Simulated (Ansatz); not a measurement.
# InSe (R3m) in Ansatz: single point with PBE

Aim: the single point of InSe with PBE.

Everything below comes from runs of Ansatz 0.2.0. Logs are shortened: lines on timing, memory, paths and dates and some standing lists are left out, and cuts for length are marked.

**What was measured.**

“The Interaction of Hydrogen with the van der Waals Crystal γ-InSe”, 2020, pmc:7321205 reports, for a bulk crystal of InSe at 300 K: band gap 1.25 eV.

The runs below are set against these values where they give the same quantity.

## (1) The structure

It takes space group R3m (No. 160, trigonal). The conventional cell has a = 4.000 Å, b = 4.000 Å, c = 25.320 Å, α = 90.00°, β = 90.00°, γ = 120.00°. Around In (site symmetry 3m) lie 3 Se at 2.63 Å and 1 In at 2.82 Å. In (site symmetry 3m) is surrounded by 3 Se at 2.64 Å and 1 In at 2.82 Å. Around Se (site symmetry 3m) lie 3 In at 2.63 Å. Se (site symmetry 3m) has 3 In at 2.64 Å as nearest neighbours.

## (2) Single point, PBE

input.yaml reads:

```yaml
crystal:
  lattice:
    - [2.0, 1.1547005384, 8.44]
    - [-2.0, 1.1547005384, 8.44]
    - [0.0, -2.3094010768, 8.44]
  atoms:
    - { symbol: In, position: [0.8886, 0.8886, 0.8886] }
    - { symbol: In, position: [0.0, 0.0, 0.0] }
    - { symbol: Se, position: [0.1719, 0.1719, 0.1719] }
    - { symbol: Se, position: [0.3835, 0.3835, 0.3835] }
hamiltonian:
  xc: pbe
  pseudopotentials: { kind: paw }
kpoints:
  mp_grid: { grid: [8, 8, 8] }
scf:
  occupations: { method: fermi_dirac, width: 0.05 }
basis:
  ecutwfc: "800 eV"
output:
  forces: true
  stress: true
  eigenvalues: true
```

Potentials or basis: Ansatz PAW.

Run with:

```bash
$ ansatz run input.yaml --threads 2 --pin off --max-ram 5120MiB --backend cpu --events-out ev --progress --plain --runs-dir out
```

The program printed:

```text
Warning: RAYON_NUM_THREADS=2 ignored (pool sized by the plan → 2); use --threads N
basis.fft_grid_basis auto: the FFT boxes are laid along the combinations [[1, 0, -1], [0, 1, -1], [0, 0, 1]] of the cell's own vectors, 4.000, 4.000 and 8.750 Å long. The dense box has 40×40×81 points. Along the cell's own vectors, as sized, it would have 81×81×81, 4.10 times as many. Of the 6 symmetry operations that the crystal satisfies within crystal.symmetry.tolerance (time reversal apart; of a slab, those that keep its plane) the dense box along the cell's own vectors carries 6, and the one as laid loses 4 of those. basis.fft_grid_basis: typed keeps the cell's own vectors: state it where this run's energies or levels are differenced outside the engine with another run's, or held beside a run that keeps those vectors.
Engine: ansatz 0.2.0, aarch64-unknown-linux-gnu
Pseudopotentials: kind: paw
Pseudopotential: In, paw, valence charge 13, recommended cutoff 420 eV (normal), In.paw.azcp
Pseudopotential: Se, paw, valence charge 16, recommended cutoff 420 eV (normal), Se.paw.azcp
Functional definition: PBE
  parameter kappa = 0.804
  parameter beta = 0.06672455060314922
  exchange = pbe_x(kappa = kappa, mu = beta*pi^2/3)
  correlation = pbe_c(beta = beta)
Crystal: 4 atoms, lattice volume = 116.948 Å³
Basis set: ecut = 800 eV, 6009 PW (Γ), FFT grids on a1−a3, a2−a3, a3, exchange–correlation on 80×80×162 points (8 copies of the dense FFT grid, shifted against one another)
Bands: 35, of which v1, the nominal top of the filled ones, is band 29 counted from 1 (28 counted from 0)
Symmetry: 6 space group operations
Space group: R3m (ITA 160), of the structure as read, at distance tolerance 4.9e-5 Å
k-points: 65 of 512 (time reversal used)
Non-local potential: In, projectors of the file, l = 0: 2, l = 1: 2, l = 2: 2, l = 3: 2
Non-local potential: Se, projectors of the file, l = 0: 2, l = 1: 2, l = 2: 3, l = 3: 1
PAW form: soft (Blöchl's): semilocal exchange-correlation on the pseudo side does not see the compensation charge
PAW one-centre angular grid: In, 590 points (default); XC on 64 Gauss nodes
PAW one-centre angular grid: Se, 590 points (default); XC on 64 Gauss nodes
Initial density: superposition of atomic densities (neutral atoms: chi_scale 0, normalization atom), corrected by the library's trained network
Initial wavefunctions: pseudopotential atomic-orbital guess
Functional: x = pbe(κ = 0.804, μ = 0.2195149727645171), c = pbe(β = 0.06672455060314922)
SCF iter   1: F=—  HF=-22135.874838 eV  |F-HF|=—  |Δ(HF+E_count)|=         —  Δρ=1.69e-3  dr2=1.05e-2  ethr=1.77e-3  ⟨swp⟩=6.8  Hψ=9637  notcnv=0
preconditioner: auto → Resta (q_TF=auto, 2.427 Å⁻¹)  ε∞=3.3  [insulator: Δε(μ)=0.436 eV  Ē_g=13.996 eV  σ=0.050 eV  W_gap=0.97  n_scr=30 (ndim 8)  ℏωp=21.2 eV  f_vac=0.087  D(μ)=0.00/eV (n_scr^D=0)  ε∞_Penn≈3.3]
SCF iter   2: F=—  HF=-22135.871416 eV  |F-HF|=—  |Δ(HF+E_count)|=   3.42e-3  Δρ=7.46e-4  dr2=5.35e-4  ethr=1.81e-5  ⟨swp⟩=2.0  Hψ=4217  notcnv=0  defer=63
SCF iter   3: F=—  HF=-22135.871452 eV  |F-HF|=—  |Δ(HF+E_count)|=   3.62e-5  Δρ=3.68e-4  dr2=1.44e-4  ethr=9.22e-7  ⟨swp⟩=2.0  Hψ=3352  notcnv=0  defer=6
automatic band count: iteration 3 solves 34 bands in place of 35: the levels show a gap, and the empty bands left out lie too high to hold charge; the band table lists the bands solved (type scf.n_extra_bands for more)
SCF iter   4: F=—  HF=-22135.871536 eV  |F-HF|=—  |Δ(HF+E_count)|=   8.33e-5  Δρ=1.65e-4  dr2=3.42e-5  ethr=2.48e-7  ⟨swp⟩=2.0  Hψ=2658  notcnv=0  defer=6
SCF iter   5: F=—  HF=-22135.871587 eV  |F-HF|=—  |Δ(HF+E_count)|=   5.14e-5  Δρ=4.17e-5  dr2=3.25e-6  ethr=5.89e-8  ⟨swp⟩=2.2  Hψ=4087  notcnv=0  defer=6
SCF iter   6: F=—  HF=-22135.871590 eV  |F-HF|=—  |Δ(HF+E_count)|=   2.71e-6  Δρ=8.19e-6  dr2=1.38e-7  ethr=5.60e-9  ⟨swp⟩=2.0  Hψ=2788  notcnv=0  defer=6
SCF iter   7: F=-22135.871590 eV  HF=-22135.871590 eV  |F-HF|=3.76e-9  |Δ(HF+E_count)|=   1.97e-7  Δρ=2.86e-6  dr2=8.65e-9  ethr=1.72e-10  ⟨swp⟩=6.4  Hψ=8032  notcnv=0
SCF 1 converged in 7 iterations: F = -22135.871590 eV  dr2 = 8.65e-9
SCF converged after 7 iterations
Free energy (F): -22135.871590 eV
Harris-Foulkes:  -22135.871590 eV  (|F-HF|=3.76e-9)
Internal energy: -22135.871554 eV  (E = F + TS)
E sigma→0 (E₀):  -22135.871572 eV
Entropy (-TS):   -0.000035 eV (-0.009 meV/atom)
Fermi energy:    7.512381 eV
--- Per-component energies (eV) ---
  E_band       = -912.791628
  E_kinetic    = 723.704534
  E_local      = -7917.646318  (includes V_loc(G=0)·N_el)
  E_nonlocal   = -457.239548
  E_hartree    = 3651.359837
  E_xc         = -639.098797
  E_vxc        = -394.991776  (∫ρ·V_xc dr)
  E_paw        = -12132.747443  (= ΣΔE_a)
  E_vpaw       = -169.342033  (= ΣTr[D̂ρ^β])
  E_aug_tail   = -0.000003  (compensation charges beyond the density's cutoff)
  E_ewald      = -5364.203816
  E_smearing   = -0.000035  (= −TS)
  E_closure    = -0.000000  (closes the sum)
  Σ components = -22135.871590   (vs F -22135.871590, Δ=0.00e0)
--- Forces (eV/Å), atoms counted from 1 ---
  atom   1  In     0.00000000    -0.00000000     0.36429307
  atom   2  In     0.00000000     0.00000000    -0.34875737
  atom   3  Se     0.00000000     0.00000000    -0.25665679
  atom   4  Se     0.00000000    -0.00000000     0.24111402
  max |Σ_I F_I| component: 7.07e-6 eV/Å
--- Stress (GPa, compression-positive) ---
        3.141872       0.000000       0.000000
        0.000000       3.141872      -0.000000
        0.000000      -0.000000       1.947081
  P = ⅓ Tr σ = 2.7436 GPa (27.436 kbar)
--- Band table (eV; the first three rows and the last of 65) ---
  k-point 0: bands = ["-40.1902", "-40.1902", "-40.1820", "-40.1820", "-40.1610", "-40.1610", "-40.1543", "-40.1543", "-40.1501", "-40.1439", "-7.4968", "-7.3274", "-7.3274", "-7.2551", "-7.2551", "-7.2321", "-7.2321", "-7.0653", "-7.0653", "-7.0623", "-6.2777", "-5.8782", "0.9889", "3.8413", "5.7707", "5.9752", "5.9752", "6.0681", "6.0681", "8.9776", "9.3883", "11.6839", "11.6839", "12.4641"]
  k-point 1: bands = ["-40.1902", "-40.1902", "-40.1820", "-40.1820", "-40.1610", "-40.1610", "-40.1544", "-40.1543", "-40.1501", "-40.1439", "-7.5029", "-7.3828", "-7.3237", "-7.3227", "-7.2438", "-7.2363", "-7.2252", "-7.0999", "-7.0666", "-7.0042", "-6.1011", "-5.7312", "1.1014", "3.5702", "4.9888", "5.5894", "5.7786", "5.9029", "6.1726", "9.3193", "10.0692", "10.9852", "11.8356", "12.1206"]
  k-point 2: bands = ["-40.1902", "-40.1901", "-40.1820", "-40.1819", "-40.1610", "-40.1610", "-40.1544", "-40.1543", "-40.1500", "-40.1439", "-7.5607", "-7.4436", "-7.4308", "-7.3191", "-7.2464", "-7.2167", "-7.2039", "-7.1169", "-7.0694", "-6.9530", "-5.6826", "-5.3743", "1.2975", "2.7979", "3.8055", "5.2388", "5.3867", "5.5230", "6.2774", "9.3107", "9.4834", "11.3334", "11.5272", "12.0497"]
  k-point 64: bands = ["-40.1902", "-40.1902", "-40.1820", "-40.1820", "-40.1610", "-40.1610", "-40.1543", "-40.1543", "-40.1501", "-40.1439", "-7.4965", "-7.3276", "-7.3276", "-7.2549", "-7.2549", "-7.2322", "-7.2322", "-7.0712", "-7.0652", "-7.0652", "-6.1357", "-6.0273", "1.3374", "2.9475", "5.9073", "5.9073", "6.1423", "6.1423", "7.2790", "7.7212", "9.4493", "11.6015", "11.6015", "12.9024"]
```

Run time: 23 s. Hardware: 2 threads of Arm Neoverse V1, shared host; peak memory 0.81 GiB.

Results:

```
Free energy            : -22135.8716 eV
Pressure               : 2.7 GPa
Largest force          : 0.364 eV/Å
Band gap on the k mesh : 0.44 eV, direct
```

Forces on the atoms (eV/Å):
```
In   0.000  0.000  0.364
In   0.000  0.000 -0.349
Se   0.000  0.000 -0.257
Se   0.000  0.000  0.241
```

Caveat: spin-orbit coupling is left out, which moves the levels of the heavy elements.

## (3) Against experiment

Step 2. Against the measured gap of InSe, 1.25 eV (300 K; “The Interaction of Hydrogen with the van der Waals Crystal γ-InSe”, 2020, pmc:7321205), the calculated 0.44 eV is off by -0.81 eV. Spin-orbit coupling on In, Se is left out. The value is that of PBE on a finite k mesh, which can miss the band edges, without temperature or zero-point motion. Semilocal functionals fall short of measured gaps as a rule.
